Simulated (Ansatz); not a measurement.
AlN under changes of volume

One of the cells (10.417 Å³/atom); the others are scaled copies at fixed shape and fractional positions:

```
Al N
1.0
     0.00000    2.18399    2.18399
     2.18399    0.00000    2.18399
     2.18399    2.18399    0.00000
Al N
1 1
Direct
  0.00000 0.00000 0.00000
  0.25000 0.25000 0.25000
```

Measurements of this composition are mostly on another form, of space group No. 186.

| Property | Result |
| --- | --- |
| Program | Ansatz 0.2.0 |
| Functional | r2SCAN |
| Dispersion | D4 |
| Potentials or basis | Ansatz PAW |
| Cutoff | 500 eV (not typed: the program's choice for these potentials) |
| k mesh | 10 × 10 × 10 |
| Occupations | fermi-dirac, width 0.05 eV |
| Spin | no spin polarisation |

```tsv
volume (Å³/atom)	energy over the lowest point (meV/atom)	pressure (GPa)	gap on the mesh (eV)
9.792	21.33	13.1	3.99
10.001	7.84	7.8	3.97
10.209	0.94	2.9	3.96
10.417	0.00	-1.4	3.94
10.626	4.47	-5.4	3.93
10.834	?	?	?
11.042	27.68	-12.2	3.89
```

Task: What does the run at 10.834 Å³/atom give?

Result: Energy over the lowest point 13.85 meV/atom; pressure -9.0 GPa; gap on the mesh 3.91 eV.

Worked out: A Birch-Murnaghan fit of order 3 (a polynomial in V^(-2/3)) to the other rows has its minimum at 10.35 Å³/atom with B0 = V·E''(V) = 213 GPa and B' = 3.7. It gives 13.84 meV/atom at 10.834 Å³/atom, against the run's 13.85, and -dE/dV = -9.0 GPa, against -9.0. A straight line through the other rows of the gap, of slope -0.805 eV per unit of ln V, gives 3.91 eV, against the run's 3.91.

Energies are extrapolated to zero smearing.

Caveats: the PAW data sets come from PBE, with cores solved anew for the run's functional, which leaves a small shift of forces and pressure.

A mesh can miss the band edges.
